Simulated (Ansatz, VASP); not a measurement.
**One calculation of BeS, two programs**

```xyz
2
Lattice="0.0000 2.5166 2.5166 2.5166 0.0000 2.5166 2.5166 2.5166 0.0000" Properties=species:S:1:pos:R:3 pbc="T T T"
Be    0.0000    0.0000    0.0000
S     1.2583    1.2583    1.2583
```

Alike in both runs: task single point; functional PBE; k mesh 8 × 8 × 8; occupations gaussian, width 0.02 eV; no spin polarisation.

```csv
,VASP,Ansatz
version,VASP 6.6.1,Ansatz 0.2.0
potentials or method,"VASP PAW PBE potentials, release 64 (Be, S)","scalar-relativistic, plane waves, PAW"
plane-wave cutoff (eV),520,420
valence electrons in the cell,8,8
```

|  | VASP | Ansatz | Ansatz less VASP |
| --- | --- | --- | --- |
| gap on the k mesh at the Fermi level (eV) | 3.33 | 3.33 | -0.002 |
| least direct gap on the mesh (eV) | 4.98 | 4.98 | +0.002 |
| pressure (GPa) | -7.4 | -7.4 | -0.01 |

A k mesh can miss the band edges. As with any semilocal functional, this PBE gap is likely too small.
